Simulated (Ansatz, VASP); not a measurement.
# GaP in two plane-wave programs, part 2 of 2

Wanted: the spread between two codes on one cell, functional and k mesh.  Other levels of theory on this material are compared in a session of their own.

VASP 6.6.1 and Ansatz 0.2.0.

So far. Step 2 (VASP: band structure, PBE, spin-orbit coupling): At this level the cell is under a pressure of 2.2 GPa, so at these settings it is away from equilibrium.

**3. Ansatz: band structure, PBE, spin-orbit coupling**

Level of this step: Ansatz beside VASP: Kohn-Sham DFT, plane waves, PBE, spin-orbit coupling (Ansatz).

Ansatz runs on its fully relativistic PAW (standard-fr) files.

The same cell, functional, mesh and smearing now go to Ansatz, which takes its cutoff from its data sets.

Input file input.yaml:

```yaml
crystal:
  lattice:
    - [0.0, 2.72525, 2.72525]
    - [2.72525, 0.0, 2.72525]
    - [2.72525, 2.72525, 0.0]
  atoms:
    - { symbol: Ga, position: [0.0, 0.0, 0.0] }
    - { symbol: P, position: [0.25, 0.25, 0.25] }
hamiltonian:
  xc: pbe
  pseudopotentials: { kind: paw_fr }
magnetization:
  noncollinear: true
  spin_orbit: true
kpoints:
  mp_grid: { grid: [6, 6, 6] }
  band_path:
    path:
      - [0.0, 0.0, 0.0]
      - [0.16667, 0.0, 0.16667]
      - [0.33333, 0.0, 0.33333]
      - [0.43333, 0.0, 0.43333]
      - [0.5, 0.0, 0.5]
      - [0.5, 0.08333, 0.58333]
      - [0.5, 0.18333, 0.68333]
      - [0.5, 0.25, 0.75]
      - [0.45, 0.3, 0.75]
      - [0.40833, 0.34167, 0.75]
      - [0.35, 0.35, 0.7]
      - [0.225, 0.225, 0.45]
      - [0.075, 0.075, 0.15]
      - [0.03333, 0.03333, 0.03333]
      - [0.23333, 0.23333, 0.23333]
      - [0.4, 0.4, 0.4]
      - [0.51667, 0.46667, 0.51667]
      - [0.55833, 0.38333, 0.55833]
      - [0.60833, 0.28333, 0.60833]
      - [0.60833, 0.25, 0.64167]
      - [0.55833, 0.25, 0.69167]
      - [0.51667, 0.25, 0.73333]
      - [0.5, 0.3, 0.7]
      - [0.5, 0.38333, 0.61667]
      - [0.5, 0.48333, 0.51667]
      - [0.475, 0.475, 0.55]
      - [0.425, 0.425, 0.65]
      - [0.38333, 0.38333, 0.73333]
      - [0.59167, 0.18333, 0.59167]
      - [0.55, 0.1, 0.55]
      - [0.5, 0.0, 0.5]
    npoints: 1
scf:
  occupations: { method: gaussian, width: 0.02 }
  n_extra_bands: 14
output:
  forces: true
  stress: true
  eigenvalues: true
```

Command:

```bash
> ansatz run input.yaml --threads 2 --pin off --max-ram 4608MiB --backend cpu --events-out ev --progress --plain --runs-dir out
```

Numbers of over 12 decimals in the logs are rounded to 6 here.

Output:

```text
scf.n_extra_bands = 14 over 18 filled bands (N_el = 18.0): the run solves 32 bands
Engine: ansatz 0.2.0, aarch64-unknown-linux-gnu
Pseudopotentials: kind: paw_fr
Pseudopotential: Ga, paw_fr, valence charge 13, recommended cutoff 420 eV (normal), Ga.paw.azcp#standard-fr
Pseudopotential: P, paw_fr, valence charge 5, recommended cutoff 420 eV (normal), P.paw.azcp#standard-fr
Functional definition: PBE
  parameter kappa = 0.804
  parameter beta = 0.066725
  exchange = pbe_x(kappa = kappa, mu = beta*pi^2/3)
  correlation = pbe_c(beta = beta)
non-collinear run that drives no moment, with spin-orbit: no starting moment large enough to seed its density (crystal.atoms[].spin), no starting occupations that ask for one, no magnetisation constraint and no magnetic field, so the semilocal B_xc is pinned to zero
Crystal: 2 atoms, lattice volume = 40.481 Å³
Basis set: ecut = 420 eV, 749 PW (Γ), exchange–correlation on 54×54×54 points (8 copies of the dense FFT grid, shifted against one another)
Bands: 32, of which v1, the nominal top of the filled ones, is band 18 counted from 1 (17 counted from 0)
Symmetry: 24 space group operations + 24 with time reversal
Magnetic group: BNS 216.75 (UNI 1577), of the structure as read, at distance tolerance 3.4e-5 Å
k-points: 16 of 216 (time reversal used)
Projection manifold: j_resolved (fully-relativistic pseudo-atomic orbitals)
Non-local potential: Ga, projectors of the file, l = 0: 2, l = 1: 4, l = 2: 6, l = 3: 2
Non-local potential: P, projectors of the file, l = 0: 2, l = 1: 4, l = 2: 4
PAW form: soft (Blöchl's): semilocal exchange-correlation on the pseudo side does not see the compensation charge
PAW one-centre angular grid: Ga, 590 points (default); XC on 64 Gauss nodes
PAW one-centre angular grid: P, 110 points (default); XC on 64 Gauss nodes
Initial density: superposition of atomic densities (chi_scale 0.1, normalization cell, long waves kept (reshape's long-wave potential 0.00 eV rms))
Initial wavefunctions: pseudopotential atomic-orbital guess
Functional: x = pbe(κ = 0.804, μ = 0.219515), c = pbe(β = 0.066725)
SCF iter   1: F=—  HF=-4539.777541 eV  |F-HF|=—  |Δ(HF+E_count)|=         —  Δρ=4.27e-2  dr2=6.87e-1  dr2_m=0.00e0 (ungated)  ethr=3.10e-3  |M|=0.00e0 ∫|m|=0.00e0 μB  |m|>n=0.0e0 m-floor=0.0e0 τ_xc=0.0e0  β_m=0.30  ⟨swp⟩=9.1  Hψ=3397  notcnv=0  defer=16
preconditioner: auto → none  [insulator: Δε(μ)=1.907 eV  Ē_g=17.840 eV  σ=0.020 eV  W_gap=1.00  n_scr=14 (ndim 8)  ℏωp=24.8 eV  f_vac=0.000  D(μ)=0.00/eV (n_scr^D=0)  ε∞_Penn≈2.9]
SCF iter   2: F=—  HF=-4539.649606 eV  |F-HF|=—  |Δ(HF+E_count)|=   1.28e-1  Δρ=2.74e-2  dr2=2.18e-1  dr2_m=0.00e0 (ungated)  ethr=3.10e-3  |M|=0.00e0 ∫|m|=0.00e0 μB  |m|>n=0.0e0 m-floor=0.0e0 τ_xc=0.0e0  β_m=0.47  ⟨swp⟩=2.0  Hψ=752  notcnv=0  defer=116
SCF iter   3: F=—  HF=-4539.617807 eV  |F-HF|=—  |Δ(HF+E_count)|=   3.18e-2  Δρ=6.99e-3  dr2=1.14e-2  dr2_m=0.00e0 (ungated)  ethr=1.21e-3  |M|=0.00e0 ∫|m|=0.00e0 μB  |m|>n=0.0e0 m-floor=0.0e0 τ_xc=0.0e0  β_m=0.54  ⟨swp⟩=2.0  Hψ=532  notcnv=0  defer=124
SCF iter   4: F=—  HF=-4539.618140 eV  |F-HF|=—  |Δ(HF+E_count)|=   3.33e-4  Δρ=1.40e-3  dr2=2.86e-4  dr2_m=0.00e0 (ungated)  ethr=6.32e-5  |M|=0.00e0 ∫|m|=0.00e0 μB  |m|>n=0.0e0 m-floor=0.0e0 τ_xc=0.0e0  β_m=0.52  ⟨swp⟩=3.9  Hψ=856  notcnv=0  defer=124
SCF iter   5: F=—  HF=-4539.618114 eV  |F-HF|=—  |Δ(HF+E_count)|=   2.60e-5  Δρ=3.85e-4  dr2=3.10e-5  dr2_m=0.00e0 (ungated)  ethr=1.59e-6  |M|=0.00e0 ∫|m|=0.00e0 μB  |m|>n=0.0e0 m-floor=0.0e0 τ_xc=0.0e0  β_m=0.62  ⟨swp⟩=2.1  Hψ=684  notcnv=0  defer=124
SCF iter   6: F=—  HF=-4539.618132 eV  |F-HF|=—  |Δ(HF+E_count)|=   1.72e-5  Δρ=8.59e-5  dr2=1.30e-6  dr2_m=0.00e0 (ungated)  ethr=1.72e-7  |M|=0.00e0 ∫|m|=0.00e0 μB  |m|>n=0.0e0 m-floor=0.0e0 τ_xc=0.0e0  β_m=0.75  ⟨swp⟩=3.0  Hψ=818  notcnv=0  defer=124
SCF iter   7: F=-4539.618133 eV  HF=-4539.618133 eV  |F-HF|=1.07e-9  |Δ(HF+E_count)|=   1.53e-6  Δρ=7.66e-6  dr2=2.32e-8  dr2_m=0.00e0 (ungated)  ethr=5.56e-10  |M|=0.00e0 ∫|m|=0.00e0 μB  |m|>n=0.0e0 m-floor=0.0e0 τ_xc=0.0e0  ⟨swp⟩=11.8  Hψ=3052  notcnv=0
SCF 1 converged in 7 iterations: F = -4539.618133 eV  dr2 = 2.32e-8
  greatest PAW one-centre occupation: 0.994 electrons in one spin orbital (limit 2), on the Ga atom at site 0 (counted from 0), in its partial waves of l = 2
NSCF: frozen V_eff on 31 k-points
SCF converged after 7 iterations
Magnetization: |M| = 0.0000 μB,  M = (+0.0000, +0.0000, +0.0000) μB
Absolute magnetization: 0.0000 μB (∫|m|)
  site 0: m = (+0.0000, +0.0000, +0.0000) μB, |m| = 0.0000 μB  (R = 0.97 Å)
  site 1: m = (+0.0000, +0.0000, +0.0000) μB, |m| = 0.0000 μB  (R = 0.97 Å)
Free energy (F): -4539.618133 eV
Harris-Foulkes:  -4539.618133 eV  (|F-HF|=1.07e-9)
Internal energy: -4539.618133 eV  (E = F + TS)
E sigma→0 (E₀):  -4539.618133 eV
Fermi energy:    7.931274 eV
--- Per-component energies (eV) ---
  E_band       = -58.162316
  E_kinetic    = 186.390739
  E_local      = -2200.476438  (includes V_loc(G=0)·N_el)
  E_nonlocal   = 458.989086
  E_hartree    = 1017.589703
  E_xc         = -130.795459
  E_vxc        = -119.049597  (∫ρ·V_xc dr)
  E_paw        = -2558.670716  (= ΣΔE_a)
  E_vpaw       = -419.198979  (= ΣTr[D̂ρ^β])
  E_aug_tail   = -0.000104  (compensation charges beyond the density's cutoff)
  E_ewald      = -1312.644944
  E_smearing   = -0.000000  (= −TS)
  E_closure    = -0.000000  (closes the sum)
  Σ components = -4539.618133   (vs F -4539.618133, Δ=0.00e0)
--- Forces (eV/Å), atoms counted from 1 ---
  atom   1  Ga     0.00000000    -0.00000000     0.00000000
  atom   2  P     -0.00000000     0.00000000     0.00000000
  max |Σ_I F_I| component: 5.55e-17 eV/Å
--- Stress (GPa, compression-positive) ---
        2.516962      -0.000000      -0.000000
        0.000000       2.516962       0.000000
       -0.000000       0.000000       2.516962
  P = ⅓ Tr σ = 2.5170 GPa (25.170 kbar)
--- Band table (eV; the first three rows and the last of 16) ---
  k-point 0: bands = [... 14 lower, 7.1197, 7.1197, 7.1197, 7.1197, 8.9193, 8.9193, 10.8603, 10.8603, ... 10 higher]
  k-point 1: bands = [... 14 lower, 6.6894, 6.6894, 6.7489, 6.7531, 9.5037, 9.5037, 11.4653, 11.4653, ... 10 higher]
  k-point 2: bands = [... 14 lower, 6.1501, 6.1501, 6.2158, 6.2194, 8.9893, 8.9893, 11.8583, 11.8583, ... 10 higher]
  k-point 15: bands = [... 14 lower, 3.7051, 3.7220, 3.8063, 3.8507, 10.5536, 10.5801, 10.7299, 10.7437, ... 10 higher]
```

Wall time 4.2 s (2 threads of Arm Neoverse V2, shared host); peak memory 0.39 GiB.

**4. Differences**

Known differences besides the potentials themselves: spin-orbit coupling enters by fully relativistic files in Ansatz and inside the spheres in VASP; the cutoff is 420 eV in Ansatz and 400 eV in VASP. Total energies have different zeros and are not compared.

Compared:

```
                     quantity  Ansatz   VASP  difference
               pressure (GPa)    2.52   2.20       +0.32
gap over the path points (eV)   1.562  1.562       0.000
```

Levels at points of the path, from each program's valence-band top (eV; 6 filled, then empty):

```
k (reciprocal lattice)                                                               Ansatz                                                                 VASP
     0.000 0.000 0.000        -0.08 -0.08 0.00 0.00 0.00 0.00 1.80 1.80 3.74 3.74 3.91 3.91        -0.08 -0.08 0.00 0.00 0.00 0.00 1.80 1.80 3.74 3.74 3.91 3.91
     0.167 0.000 0.167    -2.28 -2.28 -1.05 -1.05 -1.01 -1.01 2.74 2.74 3.77 3.77 5.34 5.34    -2.28 -2.28 -1.04 -1.04 -1.01 -1.01 2.74 2.74 3.77 3.77 5.35 5.35
     0.333 0.000 0.333    -5.06 -5.06 -2.27 -2.27 -2.24 -2.24 1.73 1.73 2.88 2.88 8.12 8.12    -5.06 -5.06 -2.26 -2.26 -2.24 -2.24 1.73 1.73 2.89 2.89 8.14 8.14
     0.433 0.000 0.433    -6.41 -6.41 -2.65 -2.65 -2.63 -2.63 1.56 1.56 2.05 2.05 9.85 9.85    -6.41 -6.41 -2.65 -2.65 -2.63 -2.63 1.56 1.56 2.05 2.05 9.87 9.87
     0.500 0.000 0.500  -6.79 -6.79 -2.73 -2.73 -2.70 -2.70 1.62 1.62 1.79 1.79 10.50 10.50  -6.78 -6.78 -2.72 -2.72 -2.70 -2.70 1.62 1.62 1.79 1.79 10.51 10.51
     0.500 0.083 0.583    -6.74 -6.74 -2.98 -2.96 -2.94 -2.91 2.14 2.17 2.33 2.33 9.35 9.37    -6.74 -6.74 -2.98 -2.96 -2.94 -2.91 2.15 2.17 2.33 2.33 9.37 9.39
     0.500 0.183 0.683    -6.62 -6.61 -3.48 -3.47 -3.37 -3.32 3.74 3.76 3.91 3.93 7.10 7.15    -6.62 -6.61 -3.48 -3.46 -3.37 -3.32 3.74 3.77 3.91 3.93 7.11 7.16
     0.500 0.250 0.750    -6.58 -6.57 -3.62 -3.60 -3.47 -3.42 4.67 4.67 4.82 4.85 6.00 6.11    -6.58 -6.57 -3.61 -3.60 -3.47 -3.42 4.68 4.68 4.82 4.85 6.01 6.12
     0.450 0.300 0.750    -6.58 -6.57 -3.82 -3.80 -3.01 -2.98 3.49 3.50 4.84 4.85 6.64 6.68    -6.57 -6.56 -3.82 -3.80 -3.01 -2.98 3.49 3.50 4.85 4.85 6.66 6.70
     0.408 0.342 0.750    -6.58 -6.57 -3.95 -3.92 -2.48 -2.46 2.46 2.47 4.79 4.79 7.59 7.61    -6.58 -6.57 -3.94 -3.92 -2.48 -2.46 2.46 2.48 4.79 4.79 7.61 7.63
```

Among the levels compared at these points, filled levels agree within 3 meV and empty ones within 23 meV.

**5. Summary of results**

```yaml
difference_in_gap_over_the_path_points_band_structure_pbe_spin_orbit_coupling: 0 eV
```

The difference in gap over the path points is 0 eV (band structure, PBE, spin-orbit coupling), within the 0.08 eV picked in this series as the mark of a large difference. 3 further runs of this series are not shown here. Such differences can come from data sets, numerical settings and the points named under the comparisons, not from the functional's error against experiment.

[Lines on the potential files, build, host, timing and source positions are cut from VASP's logs without a mark.]

[Logs are printed without paths, hosts, clocks, repeated set-up lines and the standing remarks that a program may print on its own settings, such as how far it seeks lower states.]

[Hosts, paths, dates, database ids (printed as entryN), source tags and the programs' standing remarks are cut or masked in the printed files.]
